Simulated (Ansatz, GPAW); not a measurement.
# Ballistic transport through a Pb chain with two Cu atoms in line, from relaxation to T(E), part 3 of 4

Aim: the conductance of a Pb chain with two Cu atoms in line after relaxation, and whether geometry, basis or functional moves it most.

GPAW 26.7.0 and Ansatz 0.2.0; Ansatz plane waves; relaxation of the junction with the lead ends held (the session's first sound run).

So far, transmission at the Fermi level (one spin): step 3 (plane-wave reference (PBE)) 1.04.

### 4. Double-zeta polarised basis

Localised orbitals split the wire into layers that couple to their neighbours alone, which is what the Green's function method needs; double zeta with polarisation is the usual level for numbers.

This step: GPAW LCAO, PAW setups; Landauer transmission from Green's functions with principal layers (ASE), zero bias (GPAW 26.7.0).

Input file run.py:

```python
import json
import numpy as np
from ase import Atoms
from ase.transport.calculators import TransportCalculator
from gpaw import GPAW, FermiDirac
from gpaw.lcao.tools import get_lcao_hamiltonian
from scipy.linalg import eigh

# The junction with lead layers at both ends, along the third cell vector
device = Atoms(
    ['Pb', 'Pb', 'Pb', 'Pb', 'Pb', 'Pb', 'Cu', 'Cu', 'Pb', 'Pb', 'Pb', 'Pb', 'Pb', 'Pb'],
    positions=[
        [4.50000, 4.50000, 1.45000],
        [4.50000, 4.50000, 4.35000],
        [4.50000, 4.50000, 7.25000],
        [4.50000, 4.50000, 10.15000],
        [5.27563, 4.64726, 13.05985],
        [4.21787, 4.43034, 15.80917],
        [4.45831, 4.47111, 18.46100],
        [4.53615, 4.50494, 20.85506],
        [4.71900, 4.60390, 23.51067],
        [3.77630, 4.15076, 26.27124],
        [4.50000, 4.50000, 29.17260],
        [4.50000, 4.50000, 32.07260],
        [4.50000, 4.50000, 34.97260],
        [4.50000, 4.50000, 37.87260]],
    cell=[[9.0, 0.0, 0.0], [0.0, 9.0, 0.0], [0.0, 0.0, 39.3226]],
    pbc=True)

# One principal layer of the lead: the first 3 atoms of the device
lead = Atoms(
    ['Pb', 'Pb', 'Pb'],
    positions=[
        [4.50000, 4.50000, 1.45000],
        [4.50000, 4.50000, 4.35000],
        [4.50000, 4.50000, 7.25000]],
    cell=[[9.0, 0.0, 0.0], [0.0, 9.0, 0.0], [0.0, 0.0, 8.7]],
    pbc=True)

settings = dict(mode='lcao', basis='dzp', xc='PBE', h=0.2,
                occupations=FermiDirac(0.1), maxiter=250,
                mixer=dict(beta=0.1, nmaxold=8, weight=100.0),
                convergence=dict(density=0.0001))
energies = np.arange(-2, 2 + 1e-9, 0.025)
eta = 0.0001
n1, n2 = 1, 1
# k and -k transmit alike, so half of the mesh across the current serves
mesh = [(i, j) for i in range(n1) for j in range(n2) if (i, j) <= (-i % n1, -j % n2)]
weights = np.array([1 if (i, j) == (-i % n1, -j % n2) else 2 for i, j in mesh]) / (n1 * n2)

# [... helper functions left out ...]
fermi_lead = ground_state(lead, (1, 1, 13), 'lead.txt')
fermi_device = ground_state(device, (1, 1, 2), 'device.txt')
# [... loop over the mesh left out, but for ...]
        # Shift the lead onto the potential of the device's first layer
        shift = ((H[:, 0, 0] - H0[:, 0, 0]) / S0[0, 0]).real.mean()
# [...]
kT = 8.617333e-5 * 300
bias = [0.1, 0.2, 0.5, 1.0, 1.5, 2.0]
# [... integrals and printing left out ...]
```

On the command line:

```console
$ OMP_NUM_THREADS=1 OPENBLAS_NUM_THREADS=1 python run.py
```

Numbers of over 12 decimals in the logs are rounded to 6 here.

Log:

```text
basis functions: device 306, principal layer 69
Fermi level: lead -2.5493 eV, device -2.5602 eV; lead shifted by 0.0103 eV
largest coupling past the next layer 2.76e-08 eV, largest misfit of the first layer 0.031 eV
  E-E_F (eV)   T (one spin)  channels
    -2.000    5.3006e-01    1.0000
    -1.975    5.6615e-01    1.0000
    -1.950    6.0484e-01    1.0000
    -1.925    6.4658e-01    1.0000
    -1.900    6.9197e-01    1.0000
    -1.875    7.4193e-01    1.0000
    -1.850    7.9790e-01    1.0000
    -1.825    8.6201e-01    1.0000
    -1.800    9.3569e-01    1.0000
    -1.775    9.9530e-01    1.0000
    -1.750    7.5740e-01    1.0000
    -1.725    7.4451e-02    1.0000
    -1.700    4.6035e-01    1.0000
    -1.675    6.5182e-01    1.0000
    -1.650    7.5662e-01    1.0000
    -1.625    8.2392e-01    1.0000
[...]
1.825    7.9677e-01    3.0000
     1.850    7.9587e-01    3.0000
     1.875    7.9472e-01    3.0000
     1.900    7.9337e-01    3.0000
     1.925    7.9184e-01    3.0000
     1.950    7.9014e-01    3.0000
     1.975    7.8832e-01    3.0000
     2.000    7.8638e-01    3.0000
conductance at 300 K: 0.98782 G0 a cell; thermopower 6.127 uV/K
current from the zero-bias T(E) at 0.1 V: 7.6362 uA
current from the zero-bias T(E) at 0.2 V: 15.172 uA
current from the zero-bias T(E) at 0.5 V: 36.519 uA
current from the zero-bias T(E) at 1.0 V: 67.031 uA
current from the zero-bias T(E) at 1.5 V: 88.881 uA
current from the zero-bias T(E) at 2.0 V: 109.5 uA
```

It took 89 s on 1 thread of Intel Xeon Platinum 8488C (Sapphire Rapids), shared host; peak memory 1.3 GiB.

Numbers from this step:

* conductance: 0.9878 G₀
* thermopower: 6.127 μV/K
* largest coupling past the next principal layer: 2.76e-8 eV
* largest misfit of the first principal layer: 0.03066 eV
* shift that aligns the lead: 0.01030 eV
* basis functions of the junction: 306
* basis functions of a principal layer: 69
* transmission at the Fermi level (one spin): 0.9944

One spin. Table of transmission, zone mean by energy, zero at the Fermi level:

| energy (eV) | transmission, zone mean |
| --- | --- |
| -2.000 | 0.530 |
| -1.800 | 0.936 |
| -1.775 | 0.995 |
| -1.600 | 0.871 |
| -1.500 | 0.945 |
| -1.400 | 0.729 |
| -1.200 | 0.932 |
| -1.000 | 0.293 |
| -0.925 | 0.971 |
| -0.800 | 0.315 |
| -0.600 | 0.764 |
| -0.400 | 0.966 |
| -0.200 | 1.05 |
| -0.150 | 1.06 |
| 0.000 | 0.994 |
| 0.200 | 0.755 |
| 0.400 | 0.577 |
| 0.600 | 0.515 |
| 0.800 | 0.517 |
| 1.000 | 0.570 |
| 1.200 | 0.658 |
| 1.400 | 0.744 |
| 1.600 | 0.788 |
| 1.800 | 0.797 |
| 2.000 | 0.786 |

Crossings of the lead's bands, unfolded to its shortest repeat. Open channels, zone mean against energy, zero at the Fermi level:

| energy (eV) | open channels, zone mean |
| --- | --- |
| -2.000 | 1 |
| -1.900 | 1 |
| -1.800 | 1 |
| -1.700 | 1 |
| -1.600 | 1 |
| -1.500 | 1 |
| -1.400 | 1 |
| -1.300 | 1 |
| -1.200 | 1 |
| -1.100 | 1 |
| -1.000 | 1 |
| -0.900 | 1 |
| -0.800 | 1 |
| -0.700 | 1 |
| -0.600 | 3 |
| -0.500 | 3 |
| -0.400 | 3 |
| -0.300 | 3 |
| -0.200 | 3 |
| -0.100 | 3 |
| 0.000 | 3 |
| 0.100 | 3 |
| 0.200 | 3 |
| 0.300 | 3 |
| 0.400 | 3 |
| 0.500 | 3 |
| 0.600 | 3 |
| 0.700 | 3 |
| 0.800 | 3 |
| 0.900 | 3 |
| 1.000 | 3 |
| 1.100 | 3 |
| 1.200 | 3 |
| 1.300 | 3 |
| 1.400 | 3 |
| 1.500 | 3 |
| 1.600 | 3 |
| 1.700 | 3 |
| 1.800 | 3 |
| 1.900 | 3 |
| 2.000 | 3 |

Not self-consistent under bias; the bias window is split evenly. The current through one cell, from the zero-bias transmission by bias:

| bias (V) | current through one cell, from the zero-bias transmission (μA) |
| --- | --- |
| 0.100 | 7.64 |
| 0.200 | 15.2 |
| 0.500 | 36.5 |
| 1.000 | 67.0 |
| 1.500 | 88.9 |
| 2.000 | 109 |

Table of transmission of the three most open eigenchannels by energy, zero at the Fermi level:

| energy (eV) | channel 1 | channel 2 | channel 3 |
| --- | --- | --- | --- |
| -2.000 | 0.530 | 0 | 0 |
| -1.900 | 0.692 | 0 | 0 |
| -1.800 | 0.936 | 0 | 0 |
| -1.700 | 0.460 | 0 | 0 |
| -1.600 | 0.871 | 0 | 0 |
| -1.500 | 0.945 | 0 | 0 |
| -1.400 | 0.729 | 0 | 0 |
| -1.300 | 0.0209 | 0 | 0 |
| -1.200 | 0.932 | 0 | 0 |
| -1.100 | 0.0317 | 0 | 0 |
| -1.000 | 0.293 | 0 | 0 |
| -0.900 | 0.797 | 0 | 0 |
| -0.800 | 0.315 | 0 | 0 |
| -0.700 | 0.185 | 1.5e-9 | 4.5e-10 |
| -0.600 | 0.757 | 0.00517 | 0.00200 |
| -0.500 | 0.862 | 0.0125 | 0.00336 |
| -0.400 | 0.935 | 0.0250 | 0.00532 |
| -0.300 | 0.978 | 0.0378 | 0.00805 |
| -0.200 | 0.997 | 0.0450 | 0.0115 |
| -0.100 | 0.985 | 0.0481 | 0.0152 |
| 0.000 | 0.937 | 0.0393 | 0.0184 |
| 0.100 | 0.834 | 0.0298 | 0.0199 |
| 0.200 | 0.714 | 0.0212 | 0.0196 |
| 0.300 | 0.615 | 0.0179 | 0.0149 |
| 0.400 | 0.550 | 0.0159 | 0.0110 |
| 0.500 | 0.513 | 0.0139 | 0.00854 |
| 0.600 | 0.495 | 0.0124 | 0.00709 |
| 0.700 | 0.492 | 0.0111 | 0.00626 |
| 0.800 | 0.501 | 0.0102 | 0.00582 |
| 0.900 | 0.524 | 0.00901 | 0.00565 |
| 1.000 | 0.557 | 0.00794 | 0.00566 |
| 1.100 | 0.599 | 0.00672 | 0.00577 |
| 1.200 | 0.647 | 0.00591 | 0.00542 |
| 1.300 | 0.694 | 0.00598 | 0.00415 |
| 1.400 | 0.735 | 0.00583 | 0.00304 |
| 1.500 | 0.763 | 0.00561 | 0.00213 |
| 1.600 | 0.782 | 0.00486 | 0.00147 |
| 1.700 | 0.792 | 0.00399 | 0.00100 |
| 1.800 | 0.794 | 0.00308 | 6.8e-4 |
| 1.900 | 0.791 | 0.00226 | 4.7e-4 |
| 2.000 | 0.784 | 0.00159 | 3.2e-4 |

At the Fermi level T is 0.994 against 1.04 in plane waves. Couplings past the next layer reach 2.8e-8 eV, small enough to drop; the matrix elements of the cell's first layer differ from the bulk lead's by up to 0.031 eV. That layer keeps its own values in the calculation, and only beyond it is the lead taken as perfect. The Fermi levels of lead and junction count from different zeros of potential, one for each periodic cell; with both set to zero, the small remaining shift is what aligns them. Without spin-orbit coupling, which is large for these atoms, channel counts and T are those of the scalar-relativistic bands. By hand: G = 0.9878 × 77.48 μS = 76.5 μS, a resistance of 13.1 kΩ; at 0.1 V a linear junction would pass 7.65 μA, and the integral over the bias window gives 7.64 μA. Mott's formula, S = -(π²/3)(k_B²T/e) d ln T/dE, has the prefactor 7.33 μV/K·eV at 300 K; T = 1.014 at -0.025 eV and 0.9713 at 0.025 eV give a slope of -0.856 per eV and S = 6.27 μV/K, beside 6.13 μV/K from the thermal integral, which interpolates the same grid.

### 5. GPAW, szp: basis = "szp(dzp)"

The second zeta is dropped, the polarisation orbitals stay.

run.py, as its differences from that of step 4:

```diff
@@ -39,3 +39,3 @@
 
-settings = dict(mode='lcao', basis='dzp', xc='PBE', h=0.2,
+settings = dict(mode='lcao', basis='szp(dzp)', xc='PBE', h=0.2,
                 occupations=FermiDirac(0.1), maxiter=250,
```

Log:

```text
basis functions: device 186, principal layer 42
Fermi level: lead -2.7191 eV, device -2.6886 eV; lead shifted by 0.0068 eV
largest coupling past the next layer 2.75e-08 eV, largest misfit of the first layer 0.039 eV
  E-E_F (eV)   T (one spin)  channels
    -2.000    5.4953e-01    1.0000
    -1.975    5.8429e-01    1.0000
    -1.950    6.2022e-01    1.0000
[...]
1.975    8.1390e-01    3.0000
     2.000    8.1223e-01    3.0000
conductance at 300 K: 0.99211 G0 a cell; thermopower 6.533 uV/K
current from the zero-bias T(E) at 0.1 V: 7.6705 uA
current from the zero-bias T(E) at 0.2 V: 15.246 uA
current from the zero-bias T(E) at 0.5 V: 36.775 uA
current from the zero-bias T(E) at 1.0 V: 67.852 uA
current from the zero-bias T(E) at 1.5 V: 90.121 uA
current from the zero-bias T(E) at 2.0 V: 109.66 uA
```

The job ended after 75 s (1 thread; peak memory 1.2 GiB).

This step gave:

* conductance: 0.9921 G₀
* thermopower: 6.533 μV/K
* largest coupling past the next principal layer: 2.75e-8 eV
* largest misfit of the first principal layer: 0.03880 eV
* shift that aligns the lead: 0.006754 eV
* basis functions of the junction: 186
* basis functions of a principal layer: 42
* transmission at the Fermi level (one spin): 0.9983

The conductance, 0.992 G₀, lies 0.4 % above that of the dzp run.

### 6. GPAW, sz: basis = "sz(dzp)"

One function for each valence shell of the setup, as for a first survey of a large system.

run.py, as its differences from that of step 5:

```diff
@@ -39,3 +39,3 @@
 
-settings = dict(mode='lcao', basis='szp(dzp)', xc='PBE', h=0.2,
+settings = dict(mode='lcao', basis='sz(dzp)', xc='PBE', h=0.2,
                 occupations=FermiDirac(0.1), maxiter=250,
```

Log:

```text
basis functions: device 120, principal layer 27
Fermi level: lead -2.6065 eV, device -2.5539 eV; lead shifted by 0.0110 eV
largest coupling past the next layer 2.77e-08 eV, largest misfit of the first layer 0.048 eV
  E-E_F (eV)   T (one spin)  channels
    -2.000    6.3231e-01    1.0000
    -1.975    6.6988e-01    1.0000
    -1.950    7.0874e-01    1.0000
[...]
1.975    9.4949e-01    3.0000
     2.000    9.4978e-01    3.0000
conductance at 300 K: 1.0167 G0 a cell; thermopower 3.848 uV/K
current from the zero-bias T(E) at 0.1 V: 7.8632 uA
current from the zero-bias T(E) at 0.2 V: 15.646 uA
current from the zero-bias T(E) at 0.5 V: 37.944 uA
current from the zero-bias T(E) at 1.0 V: 70.506 uA
current from the zero-bias T(E) at 1.5 V: 95.557 uA
current from the zero-bias T(E) at 2.0 V: 115.62 uA
```

The job ended after 53 s (1 thread; peak memory 1.1 GiB).

This step gave:

* conductance: 1.017 G₀
* thermopower: 3.848 μV/K
* largest coupling past the next principal layer: 2.77e-8 eV
* largest misfit of the first principal layer: 0.04797 eV
* shift that aligns the lead: 0.01098 eV
* basis functions of the junction: 120
* basis functions of a principal layer: 27
* transmission at the Fermi level (one spin): 1.022

The conductance, 1.02 G₀, lies 2.9 % above that of the dzp run.

### 7. LDA in the dzp basis: xc = "LDA"

Back in the dzp basis, the functional changes from PBE to LDA, to set the spread between functionals beside that between bases.

run.py, as its differences from that of step 6:

```diff
@@ -39,3 +39,3 @@
 
-settings = dict(mode='lcao', basis='sz(dzp)', xc='PBE', h=0.2,
+settings = dict(mode='lcao', basis='dzp', xc='LDA', h=0.2,
                 occupations=FermiDirac(0.1), maxiter=250,
```

Log:

```text
basis functions: device 306, principal layer 69
Fermi level: lead -2.8325 eV, device -2.8518 eV; lead shifted by 0.0052 eV
largest coupling past the next layer 2.83e-08 eV, largest misfit of the first layer 0.027 eV
  E-E_F (eV)   T (one spin)  channels
    -2.000    5.4029e-01    1.0000
    -1.975    5.7997e-01    1.0000
    -1.950    6.2275e-01    1.0000
[...]
1.975    7.9310e-01    3.0000
     2.000    7.9102e-01    3.0000
conductance at 300 K: 0.99097 G0 a cell; thermopower 6.037 uV/K
current from the zero-bias T(E) at 0.1 V: 7.6605 uA
current from the zero-bias T(E) at 0.2 V: 15.22 uA
current from the zero-bias T(E) at 0.5 V: 36.631 uA
current from the zero-bias T(E) at 1.0 V: 67.405 uA
current from the zero-bias T(E) at 1.5 V: 89.65 uA
current from the zero-bias T(E) at 2.0 V: 110.72 uA
```

Wall time 80 s (1 thread); peak memory 1.3 GiB.

This step gave:

```yaml
conductance: 0.9910 G₀
thermopower: 6.037 μV/K
largest_coupling_past_the_next_principal_layer: 2.83e-8 eV
largest_misfit_of_the_first_principal_layer: 0.02733 eV
shift_that_aligns_the_lead: 0.005242 eV
basis_functions_of_the_junction: 306
basis_functions_of_a_principal_layer: 69
transmission_at_the_fermi_level_one_spin: 0.9976
```

The conductance, 0.991 G₀, lies 0.3 % above that of the dzp run.

### 8. Without the relaxation: geometry = "as built"

The dzp basis with PBE on the structure as first built shows what the relaxation was worth.

run.py, as its differences from that of step 7:

```diff
@@ -16,8 +16,8 @@
         [4.50000, 4.50000, 10.15000],
-        [5.27563, 4.64726, 13.05985],
-        [4.21787, 4.43034, 15.80917],
-        [4.45831, 4.47111, 18.46100],
-        [4.53615, 4.50494, 20.85506],
-        [4.71900, 4.60390, 23.51067],
-        [3.77630, 4.15076, 26.27124],
+        [4.50000, 4.50000, 13.05000],
+        [4.50000, 4.50000, 15.95000],
+        [4.50000, 4.50000, 18.51130],
+        [4.50000, 4.50000, 20.81130],
+        [4.50000, 4.50000, 23.37260],
+        [4.50000, 4.50000, 26.27260],
         [4.50000, 4.50000, 29.17260],
@@ -39,3 +39,3 @@
 
-settings = dict(mode='lcao', basis='dzp', xc='LDA', h=0.2,
+settings = dict(mode='lcao', basis='dzp', xc='PBE', h=0.2,
                 occupations=FermiDirac(0.1), maxiter=250,
```

Log:

```text
basis functions: device 306, principal layer 69
Fermi level: lead -2.5493 eV, device -2.5995 eV; lead shifted by -0.0040 eV
largest coupling past the next layer 2.76e-08 eV, largest misfit of the first layer 0.019 eV
  E-E_F (eV)   T (one spin)  channels
    -2.000    9.9226e-01    1.0000
    -1.975    9.8993e-01    1.0000
    -1.950    9.8657e-01    1.0000
[...]
1.975    6.7546e-01    3.0000
     2.000    6.7413e-01    3.0000
conductance at 300 K: 1.046 G0 a cell; thermopower 2.135 uV/K
current from the zero-bias T(E) at 0.1 V: 8.1031 uA
current from the zero-bias T(E) at 0.2 V: 16.204 uA
current from the zero-bias T(E) at 0.5 V: 40.092 uA
current from the zero-bias T(E) at 1.0 V: 78.077 uA
current from the zero-bias T(E) at 1.5 V: 114.2 uA
current from the zero-bias T(E) at 2.0 V: 148.83 uA
```

Elapsed: 76 s, on 1 thread; peak memory 1.3 GiB.

Numbers from this step:

```yaml
conductance: 1.046 G₀
thermopower: 2.135 μV/K
largest_coupling_past_the_next_principal_layer: 2.76e-8 eV
largest_misfit_of_the_first_principal_layer: 0.01947 eV
shift_that_aligns_the_lead: -0.003991 eV
transmission_at_the_fermi_level_one_spin: 1.047
```

One spin. Table of transmission, zone mean by energy, zero at the Fermi level:

| energy (eV) | transmission, zone mean |
| --- | --- |
| -2.000 | 0.992 |
| -1.900 | 0.975 |
| -1.800 | 0.911 |
| -1.700 | 0.691 |
| -1.600 | 0.191 |
| -1.500 | 0.0209 |
| -1.400 | 0.202 |
| -1.350 | 0.245 |
| -1.300 | 0.223 |
| -1.200 | 4.8e-4 |
| -1.100 | 0.767 |
| -1.000 | 0.969 |
| -0.900 | 0.990 |
| -0.800 | 0.992 |
| -0.700 | 0.991 |
| -0.600 | 1.01 |
| -0.500 | 1.03 |
| -0.400 | 1.04 |
| -0.300 | 1.05 |
| -0.200 | 1.06 |
| -0.125 | 1.14 |
| -0.100 | 1.07 |
| 0.000 | 1.05 |
| 0.100 | 1.01 |
| 0.200 | 0.976 |
| 0.300 | 0.942 |
| 0.400 | 0.912 |
| 0.500 | 0.885 |
| 0.600 | 0.862 |
| 0.700 | 0.840 |
| 0.800 | 0.837 |
| 0.900 | 0.796 |
| 1.000 | 0.780 |
| 1.100 | 0.764 |
| 1.200 | 0.749 |
| 1.300 | 0.735 |
| 1.400 | 0.723 |
| 1.500 | 0.712 |
| 1.600 | 0.702 |
| 1.700 | 0.694 |
| 1.800 | 0.686 |
| 1.900 | 0.680 |
| 2.000 | 0.674 |

The conductance, 1.05 G₀, lies 5.9 % above that of the dzp run.

### 9. The ladder

Times are wall times on the hardware named with each run. Results by setting:

| no. | run | conductance (G₀) | time | memory (GiB) |
| --- | --- | --- | --- | --- |
| 1 | pw PBE | 1.036 | 1.8 min | 4.3 |
| 2 | dzp | 0.9878 | 89 s | 1.3 |
| 3 | szp | 0.9921 | 75 s | 1.2 |
| 4 | sz | 1.017 | 53 s | 1.1 |
| 5 | dzp LDA | 0.9910 | 80 s | 1.3 |
| 6 | asbuilt | 1.046 | 76 s | 1.3 |

(Part 3 of 4 ends here.)

[Logs are printed without paths, hosts, clocks, repeated set-up lines and the standing remarks that a program may print on its own settings, such as how far it seeks lower states.]

[Hosts, paths, dates, database ids (printed as entryN), source tags and the programs' standing remarks are cut or masked in the printed files.]
